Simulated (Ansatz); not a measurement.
Runs of Ansatz 0.2.0 on PbF2 (Fluorocronite). Symmetry: Fm-3m, No. 225, cubic system. Conventional cell: a = 5.927 Å, b = 5.927 Å, c = 5.927 Å, α = 90.00°, β = 90.00°, γ = 90.00°. Pb (site symmetry m-3m) is surrounded by 8 F at 2.57 Å. Around F (site symmetry -43m) lie 4 Pb at 2.57 Å. 

| task | level | spin | cell | k mesh | points for each segment of the path | gap on the mesh (eV) | pressure (GPa) | relaxed volume (Å³/atom) |
| --- | --- | --- | --- | --- | --- | --- | --- | --- |
| band structure | PBEsol | SOC, no magnetisation | as given | 6 × 6 × 6 | 14 | 3.96 | -1.2 | - |
| band structure | RPBE | off | as given | 8 × 8 × 8 | 14 | 4.55 | (b) | - |
| relaxation of cell and atoms | RPBE | off | relaxed | 8 × 8 × 8 | - | 4.53 | 0.0 | 18.90 |
| relaxation of cell and atoms | BLYP | off | relaxed | 8 × 8 × 8 | - | (a) | 0.0 | 18.56 |
| band structure | BLYP | off | as given | 8 × 8 × 8 | 14 | 4.51 | 5.0 | - |

Alike in all rows: potentials or basis Ansatz PAW; cutoff (eV) 420; smearing fermi-dirac 0.05 eV.

Problem. Estimate the missing entries.

Solution. (a) 4.48; (b) 5.9.

Caveats: the PAW data sets come from PBE, with cores solved anew for the run's functional, which leaves a small shift of forces and pressure; spin-orbit coupling is left out, which as a rule narrows the gap of such compounds by several tenths of an eV (some runs); the plane-wave basis is chosen anew once the cell has moved, so the energies of steps on either side of that aren't comparable (some runs).

A k mesh can miss the band edges, and rows without SOC leave out spin-orbit coupling on Pb.

Runs at the PBE level aren't shown here.
